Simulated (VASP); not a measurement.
# BN (P6_3mc) in VASP: further runs

The runs below take BN through relaxation of cell and atoms, with PBEsol, LDA, PBE.

Program: VASP 6.6.1. These are calculated values, not measurements. Logs are shortened: lines on timing, memory, paths and dates and some standing lists are left out, and cuts for length are marked.

### Step 1. Starting point

The structure is hexagonal, space group P6_3mc (No. 186). Conventional cell: a = 2.554 Å, b = 2.554 Å, c = 4.227 Å, α = 90.00°, β = 90.00°, γ = 120.00°. B (site symmetry 3m) has 4 N at 1.57 to 1.58 Å as nearest neighbours. N (site symmetry 3m) is surrounded by 4 B at 1.57 to 1.58 Å.

Measurements of this composition are mostly on another form, of space group No. 194.

### Step 2. Relaxation of cell and atoms, PBEsol

The input, INCAR:

```
ALGO = Normal ; EDIFF = 1E-7
EDIFFG = -0.005 ; ENCUT = 600
GGA = PS ; IBRION = 2
ISIF = 3 ; ISMEAR = 0
LASPH = True ; LCHARG = False
LREAL = False ; LWAVE = False
NELM = 80 ; NSW = 90
PREC = Accurate ; SIGMA = 0.02
```

The input, KPOINTS:

```
k-points
0
Gamma
  12 12 6
```

The input, POSCAR:

```
BN
1.0
    2.5539396000      0.0000000000      0.0000000000
   -1.2769698000      2.2117765700      0.0000000000
    0.0000000000      0.0000000000      4.2268550000
B N
2 2
Direct
    0.6666666700      0.3333333300      0.9997240000
    0.3333333300      0.6666666700      0.4997240000
    0.6666666700      0.3333333300      0.6252760000
    0.3333333300      0.6666666700      0.1252760000
```

Potentials or basis: VASP PAW PBE potentials, release 64 (B, N).

Command:

```
$ cat potpaw_PBE.64/B/POTCAR potpaw_PBE.64/N/POTCAR > POTCAR
$ mpirun -np 1 vasp_std > vasp.out
```

OUTCAR:

```text
EDIFF = 1E-7
   EDIFFG = -0.005
   ENCUT = 600
   GGA = PS
   IBRION = 2
   ISIF = 3
   ISMEAR = 0
   LASPH = True
   LREAL = False
   NELM = 80
   NSW = 90
   PREC = Accurate

 ion  position               nearest neighbor table
   1  0.667  0.333  1.000-   4 1.57   4 1.57   4 1.57   3 1.58
   2  0.333  0.667  0.500-   3 1.57   3 1.57   3 1.57   4 1.58
   3  0.667  0.333  0.625-   2 1.57   2 1.57   2 1.57   1 1.58
   4  0.333  0.667  0.125-   1 1.57   1 1.57   1 1.57   2 1.58

  LATTYP: Found a hexagonal cell.
 ALAT       =     2.5539396000
 C/A-ratio  =     1.6550332670

  Lattice vectors:

 A1 = (   2.5539396000,   0.0000000000,   0.0000000000)
 A2 = (  -1.2769698000,   2.2117765700,   0.0000000000)
 A3 = (   0.0000000000,   0.0000000000,   4.2268550000)

Analysis of symmetry for initial positions (statically):
=====================================================================
 Subroutine PRICEL returns:
 Original cell was already a primitive cell.

 Routine SETGRP: Setting up the symmetry group for a
 hexagonal supercell.

 Subroutine GETGRP returns: Found 12 space group operations
 (whereof  6 operations were pure point group operations)
 out of a pool of 24 trial point group operations.

The static configuration has the point symmetry C_3v.
 The point group associated with its full space group is C_6v.

Analysis of symmetry for dynamics (positions and initial velocities):
=====================================================================
 Subroutine PRICEL returns:
 Original cell was already a primitive cell.

 Routine SETGRP: Setting up the symmetry group for a
 hexagonal supercell.

 Subroutine GETGRP returns: Found 12 space group operations
 (whereof  6 operations were pure point group operations)
 out of a pool of 24 trial point group operations.

The dynamic configuration has the point symmetry C_3v.
 The point group associated with its full space group is C_6v.

 Subroutine INISYM returns: Found 12 space group operations
 (whereof  6 operations are pure point group operations),
 and found     1 'primitive' translations

----------------------------------------------------------------------------------------

                                     Primitive cell

  volume of cell :      23.8764

  direct lattice vectors                    reciprocal lattice vectors
     2.553939600  0.000000000  0.000000000     0.391551938  0.226062617  0.000000000
    -1.276969800  2.211776570  0.000000000     0.000000000  0.452125234  0.000000000
     0.000000000  0.000000000  4.226855000     0.000000000  0.000000000  0.236582518

  length of vectors
     2.553939600  2.553939597  4.226855000     0.452125234  0.452125234  0.236582518

  position of ions in fractional coordinates (direct lattice)
     0.666666670  0.333333330  0.999724000
     0.333333330  0.666666670  0.499724000
     0.666666670  0.333333330  0.625276000
     0.333333330  0.666666670  0.125276000

  ion indices of the primitive-cell ions
   primitive index   ion index
                 1           1
                 2           2
                 3           3
                 4           4

----------------------------------------------------------------------------------------

 KPOINTS: k-points

Automatic generation of k-mesh.
 Grid dimensions read from file:
 generate k-points for:   12   12    6

 Generating k-lattice:

  Cartesian coordinates                     Fractional coordinates (reciprocal lattice)
     0.032629328  0.018838551  0.000000000     0.083333333 -0.000000000  0.000000000
     0.000000000  0.037677103  0.000000000     0.000000000  0.083333333  0.000000000
     0.000000000  0.000000000  0.039430420     0.000000000  0.000000000  0.166666667

  Length of vectors
     0.037677103  0.037677103  0.039430420

  Shift w.r.t. Gamma in fractional coordinates (k-lattice)
     0.000000000  0.000000000  0.000000000

 Subroutine IBZKPT returns following result:
 ===========================================

 Found     76 irreducible k-points:

 Following reciprocal coordinates:
            Coordinates               Weight
  0.000000  0.000000  0.000000      1.000000
  0.083333 -0.000000  0.000000      6.000000
  0.166667  0.000000  0.000000      6.000000
  0.250000  0.000000  0.000000      6.000000
  0.333333  0.000000  0.000000      6.000000
  0.416667  0.000000  0.000000      6.000000
[... 16 lines left out ...]
  0.250000  0.000000  0.166667     12.000000
  0.333333  0.000000  0.166667     12.000000
 [... further k-points ...]
   k-points           NKPTS =     76   k-points in BZ     NKDIM =     76   number of bands    NBANDS=     12
   number of dos      NEDOS =    301   number of ions     NIONS =      4
   total plane-waves  NPLWV =  14400
   dimension x,y,z NGX =    20 NGY =   20 NGZ =   36
   dimension x,y,z NGXF=    40 NGYF=   40 NGZF=   72
   ions per type =               2   2
   NGX,Y,Z   is equivalent  to a cutoff of  13.02, 13.02, 14.16 a.u.
   NGXF,Y,Z  is equivalent  to a cutoff of  26.04, 26.04, 28.32 a.u.
 SYSTEM =  unknown system
   PREC   = accura    normal or accurate (medium, high low for compatibility)
   ISTART =      0    job   : 0-new  1-cont  2-samecut
   ICHARG =      2    charge: 1-file 2-atom 10-const
   ISPIN  =      1    spin polarized calculation?
   LNONCOLLINEAR =      F non collinear calculations
   LSORBIT =      F    spin-orbit coupling
   LASPH  =      T    aspherical Exc in radial PAW
   ENCUT  =  600.0 eV  44.10 Ry    6.64 a.u.   5.10  5.10  8.44*2*pi/ulx,y,z
   NELM   =     80;   NELMIN=  2; NELMDL= -5     # of ELM steps
   EDIFF  = 0.1E-06   stopping-criterion for ELM
   LREAL  =      F    real-space projection
   EDIFFG = -.5E-02   stopping-criterion for IOM
   NSW    =     90    number of steps for IOM
   IBRION =      2    ionic relax: 0-MD 1-quasi-New 2-CG
   NFREE  =      1    steps in history (QN), initial steepest desc. (CG)
   ISIF   =      3    stress and relaxation
   ISYM   =      2    0-nonsym 1-usesym 2-fastsym
   POTIM  = 0.5000    time-step for ionic-motion
   TEBEG  =    0.0;   TEEND  =   0.0 temperature during run
   PSTRESS=    0.0 pullay stress
   NELECT =      16.0000    total number of electrons
   NUPDOWN=      -1.0000    fix difference up-down
   EMIN   =  10.00;   EMAX   =-10.00  energy-range for DOS
   EFERMI =   0.00;   METHOD = LEGACY
   ISMEAR =     0;   SIGMA  =   0.02  broadening in eV -4-tet -1-fermi 0-gaus
   EFERMI_NEDOS =   21; number of points for ismear=-14 and -15
   IALGO  =     38    algorithm
   IMIX   =      4    mixing-type and parameters
     AMIX     =   0.40;   BMIX     =  1.00
     AMIX_MAG =   1.60;   BMIX_MAG =  1.00
  volume/ion in A,a.u.               =       5.97        40.28
  Fermi-wavevector in a.u.,A,eV,Ry     =   1.432600  2.707222 27.923836  2.052344
  Thomas-Fermi vector in A             =   2.552210
   LORBIT       =      0    0 simple, 1 ext, 2 COOP (PROOUT), +10 PAW based schemes
   GGA     = PS    functional components
   LHFCALC =     F    Hartree Fock is set to
   AEXX    =    0.0000 exact exchange contribution
   IVDW    =     0    specifies the selected vdW correction
   LEPSILON=     F    determine dielectric tensor
   LRPA    =     F    only Hartree local field effects (RPA)
 conjugate gradient relaxation of ions
 non-spin polarized calculation
 Gauss-broadening in eV      SIGMA  =   0.02
  energy-cutoff  :      600.00
  volume of cell :       23.88
 maximum number of plane-waves:       807
   NGX = 11   NGY = 11   NGZ = 17

--------------------------------------- Ionic step        1  -------------------------------------------

 number of electron      16.0000003 magnetization

 Free energy of the ion-electron system (eV)
  ---------------------------------------------------
  ext. energy  EPLUGINS =         0.00000000
  ---------------------------------------------------
  free energy    TOTEN  =       -36.62834281 eV

  energy without entropy =      -36.62834281  energy(sigma->0) =      -36.62834281

------------------------ aborting loop because EDIFF is reached ----------------------------------------

  FORCE on cell =-STRESS in cart. coord.  units (eV):
  Direction    XX          YY          ZZ          XY          YZ          ZX
  --------------------------------------------------------------------------------------
  -------------------------------------------------------------------------------------
  Total       -0.8101771     -0.8101771     -0.9031850      0.0000000      0.0000000      0.0000000
  in kB      -54.3652419    -54.3652417    -60.6063404      0.0000000      0.0000000      0.0000000
  external PRESSURE =     -56.4456080 kB  Pullay stress =       0.0000000 kB
[... 175 lines left out ...]
  energy  without entropy=      -36.6346840486  energy(sigma->0) =      -36.63468405

--------------------------------------- Ionic step        6  -------------------------------------------

 number of electron      16.0000003 magnetization

 Free energy of the ion-electron system (eV)
  ---------------------------------------------------
  ext. energy  EPLUGINS =         0.00000000
  ---------------------------------------------------
  free energy    TOTEN  =       -36.63469284 eV

  energy without entropy =      -36.63469284  energy(sigma->0) =      -36.63469284

 E-fermi :   7.7309     XC(G=0): -13.0289

 val. band max:        7.5799549838   @ k =   0.0000   0.0000   0.0000
 cond. band min:      12.5260524690   @ k =   0.3333   0.3333   0.0000
 fundamental gap:      4.9460974852
 Fermi energy:         7.7308720952

 k-point     1 :       0.0000    0.0000    0.0000
  band No.  band energies     occupation
      1     -12.9058      2.00000
      2      -8.6806      2.00000
      3      -3.4796      2.00000
      4       5.4330      2.00000
      5       5.4330      2.00000
      6       7.2968      2.00000
      7       7.5800      2.00000
      8       7.5800      2.00000
      9      15.9045      0.00000
     10      15.9045      0.00000
     11      16.1478      0.00000
     12      17.1135      0.00000
[... 331 lines left out ...]
 k-point    24 :       0.3333    0.0000    0.1667
  band No.  band energies     occupation
      1     -10.4331      2.00000
      2      -7.6219      2.00000
      3      -1.3391      2.00000
      4       0.1240      2.00000
      5       1.5587      2.00000
      6       3.2311      2.00000
      7       5.0462      2.00000
      8       5.6548      2.00000
      9      14.3338      0.00000
     10      15.7974      0.00000
     11      18.4606      0.00000
     12      18.5481      0.00000

 [... further k-points ...]

------------------------ aborting loop because EDIFF is reached ----------------------------------------

  FORCE on cell =-STRESS in cart. coord.  units (eV):
  Direction    XX          YY          ZZ          XY          YZ          ZX
  --------------------------------------------------------------------------------------
  -------------------------------------------------------------------------------------
  Total       -0.0001604     -0.0001604      0.0028951      0.0000000      0.0000000      0.0000000
  in kB       -0.0109275     -0.0109275      0.1972075      0.0000000      0.0000000      0.0000000
  external PRESSURE =       0.0584508 kB  Pullay stress =       0.0000000 kB
[... 19 lines left out ...]
  FREE ENERGIE OF THE ION-ELECTRON SYSTEM (eV)
  ---------------------------------------------------
  free  energy   TOTEN  =       -36.6346928381 eV

  energy  without entropy=      -36.6346928381  energy(sigma->0) =      -36.63469284

 reached required accuracy - stopping structural energy minimisation
```

Run time: 31 s. Hardware: 1 thread of Intel Xeon 6975P-C (Granite Rapids), shared host; peak memory 0.15 GiB.

What came out:

```yaml
Free_energy: -36.6347 eV
Relaxed_volume: 5.88 Å³/atom
Relaxed_cell: a = 2.542 Å, b = 2.542 Å, c = 4.204 Å, α = 90.00°, β = 90.00°, γ = 120.00°
Space_group_after_relaxing_to_0.05_Å: P6_3mc (No. 186)
Energy_gained_by_relaxing: 1.6 meV/atom
Ionic_steps: 6
Pressure_after_relaxing: 0.0 GPa
Band_gap_on_the_k_mesh: 4.95 eV, indirect (least direct gap 8.22 eV)
```

The path:
```
step  energy change (eV)  largest force (eV/Å)  pressure (GPa)  volume (Å³)
   1              0.0000                0.0101           -5.64        23.88
   2              0.0007                0.0346            6.24        23.16
   3             -0.0063                0.0115           -0.02        23.52
   4             -0.0063                0.0120            0.10        23.52
   5             -0.0063                0.0132           -0.09        23.53
   6             -0.0064                0.0002            0.01        23.52
```

Final structure:
```cif
data_structure
_symmetry_space_group_name_H-M 'P 1'
_symmetry_Int_Tables_number 1
_cell_length_a 2.5417
_cell_length_b 2.5417
_cell_length_c 4.2041
_cell_angle_alpha 90.000
_cell_angle_beta 90.000
_cell_angle_gamma 120.000
_cell_volume 23.52
loop_
_atom_site_label
_atom_site_type_symbol
_atom_site_fract_x
_atom_site_fract_y
_atom_site_fract_z
_atom_site_occupancy
B1 B 0.66667 0.33333 0.99972 1
B2 B 0.33333 0.66667 0.49972 1
N1 N 0.66667 0.33333 0.62528 1
N2 N 0.33333 0.66667 0.12528 1
```

Caveat: the PAW data sets were made with another functional, which shifts forces and pressure a little. A k mesh can miss the band edges.

### Step 3. Relaxation of cell and atoms, LDA

The input, INCAR:

```
ALGO = Normal ; EDIFF = 1E-7
EDIFFG = -0.005 ; ENCUT = 600
IBRION = 2 ; ISIF = 3
ISMEAR = 0 ; LASPH = True
LCHARG = False ; LREAL = False
LWAVE = False ; NELM = 80
NSW = 90 ; PREC = Accurate
SIGMA = 0.02
```

KPOINTS is that of step 2.

POSCAR is that of step 2.

Potentials or basis: VASP PAW LDA potentials, release 64 (B, N).

Command:

```
$ cat potpaw_LDA.64/B/POTCAR potpaw_LDA.64/N/POTCAR > POTCAR
$ mpirun -np 1 vasp_std > vasp.out
```

Wall time 34 s (1 thread of Intel Xeon 6975P-C (Granite Rapids), shared host); peak memory 0.14 GiB.

Results (log left out):

| Quantity | Value |
| --- | --- |
| Free energy | -38.7630 eV |
| Relaxed volume | 5.76 Å³/atom |
| Relaxed cell | a = 2.525 Å, b = 2.525 Å, c = 4.177 Å, α = 90.00°, β = 90.00°, γ = 120.00° |
| Space group after relaxing (to 0.05 Å) | P6_3mc (No. 186) |
| Energy gained by relaxing | 8.6 meV/atom |
| Ionic steps | 8 |
| Pressure after relaxing | 0.0 GPa |
| Band gap on the k mesh | 4.91 eV, indirect (least direct gap 8.27 eV) |

The path:
| step | energy change (eV) | largest force (eV/Å) | pressure (GPa) | volume (Å³) |
| --- | --- | --- | --- | --- |
| 1 | 0.0000 | 0.0211 | -13.15 | 23.88 |
| 2 | 0.0060 | 0.0869 | 15.91 | 22.22 |
| 3 | -0.0344 | 0.0283 | -0.11 | 23.07 |
| 4 | -0.0344 | 0.0294 | 0.17 | 23.05 |
| 5 | -0.0344 | 0.0325 | 0.20 | 23.05 |
| 6 | -0.0345 | 0.0010 | 0.18 | 23.05 |
| 7 | -0.0345 | 0.0004 | -0.12 | 23.07 |
| 8 | -0.0345 | 0.0000 | 0.00 | 23.06 |

Final structure:
```yaml
crystal:
  lattice:
    - [2.52464, 0.00000, 0.00000]
    - [-1.26232, 2.18640, 0.00000]
    - [0.00000, 0.00000, 4.17734]
  atoms:
    - { symbol: B, position: [0.66667, 0.33333, 0.99970] }
    - { symbol: B, position: [0.33333, 0.66667, 0.49970] }
    - { symbol: N, position: [0.66667, 0.33333, 0.62530] }
    - { symbol: N, position: [0.33333, 0.66667, 0.12530] }
```

Levels at points of the mesh, in eV from the valence-band top:
```
           k point  band 6  band 7  band 8  band 9  band 10  band 11
(0.00, 0.00, 0.00)   -0.30    0.00    0.00    8.33     8.33     8.62
(0.50, 0.00, 0.00)   -5.13   -4.59   -2.17    6.70     7.88    10.59
(0.00, 0.00, 0.50)   -1.21   -1.21   -1.21    9.68     9.68     9.92
(0.50, 0.00, 0.50)   -3.88   -3.67   -3.67    6.58     6.58    10.13
```

### Step 4. Relaxation of cell and atoms, PBE

The input, INCAR:

```
ALGO = Normal ; EDIFF = 1E-7
EDIFFG = -0.005 ; ENCUT = 600
GGA = PE ; IBRION = 2
ISIF = 3 ; ISMEAR = 0
LASPH = True ; LCHARG = False
LREAL = False ; LWAVE = False
NELM = 80 ; NSW = 90
PREC = Accurate ; SIGMA = 0.02
```

KPOINTS is that of step 3.

POSCAR is that of step 3.

Potentials or basis: VASP PAW PBE potentials, release 64 (B, N).

Command:

```
$ cat potpaw_PBE.64/B/POTCAR potpaw_PBE.64/N/POTCAR > POTCAR
$ mpirun -np 1 vasp_std > vasp.out
```

Wall time 17 s (1 thread of Intel Xeon 6975P-C (Granite Rapids), shared host); peak memory 0.14 GiB.

The run converged. Its results:

```yaml
Free_energy: -34.8399 eV
Relaxed_volume: 5.97 Å³/atom
Relaxed_cell: a = 2.554 Å, b = 2.554 Å, c = 4.224 Å, α = 90.00°, β = 90.00°, γ = 120.00°
Space_group_after_relaxing_to_0.05_Å: P6_3mc (No. 186)
Energy_gained_by_relaxing: 0.0 meV/atom
Ionic_steps: 3
Pressure_after_relaxing: 0.0 GPa
Band_gap_on_the_k_mesh: 5.21 eV, indirect (least direct gap 8.24 eV)
```

Forces in eV/Å, atoms in the order of the input:
```
B    0.000  0.000 -0.003
B    0.000  0.000 -0.003
N    0.000  0.000  0.003
N    0.000  0.000  0.003
```

Final structure:
```yaml
crystal:
  lattice:
    - [2.55437, 0.00000, 0.00000]
    - [-1.27718, 2.21215, 0.00000]
    - [0.00000, 0.00000, 4.22439]
  atoms:
    - { symbol: B, position: [0.66667, 0.33333, 0.99981] }
    - { symbol: B, position: [0.33333, 0.66667, 0.49981] }
    - { symbol: N, position: [0.66667, 0.33333, 0.62519] }
    - { symbol: N, position: [0.33333, 0.66667, 0.12519] }
```

Levels at points of the mesh, in eV from the valence-band top:
| k point | band 5 | band 6 | band 7 | band 8 | band 9 | band 10 | band 11 | band 12 |
| --- | --- | --- | --- | --- | --- | --- | --- | --- |
| (0.00, 0.00, 0.00) | -2.10 | -0.26 | 0.00 | 0.00 | 8.33 | 8.33 | 8.55 | 9.41 |
| (0.50, 0.00, 0.00) | -6.85 | -4.93 | -4.36 | -2.09 | 6.68 | 7.94 | 10.56 | 11.39 |
| (0.00, 0.00, 0.50) | -1.16 | -1.16 | -1.16 | -1.16 | 9.40 | 9.40 | 9.88 | 9.88 |
| (0.50, 0.00, 0.50) | -3.73 | -3.73 | -3.53 | -3.53 | 6.56 | 6.56 | 9.97 | 9.97 |

### Step 5. Summary

```csv
level,potentials or basis,gap on the mesh (eV),pressure (GPa),relaxed volume (Å³/atom)
PBEsol,"VASP PAW PBE potentials, release 64 (B, N)",4.95,0.0,5.88
LDA,"VASP PAW LDA potentials, release 64 (B, N)",4.91,0.0,5.76
PBE,"VASP PAW PBE potentials, release 64 (B, N)",5.21,0.0,5.97
```

Alike in all rows: task relaxation of cell and atoms; no spin polarisation; cell relaxed; k mesh 12 × 12 × 6; cutoff (eV) 600; smearing gaussian 0.02 eV.

Caveats: the PAW data sets were made with another functional, which shifts forces and pressure a little (some runs).

Total energies depend on the potentials used, so only differences within one code and one set of settings carry meaning.
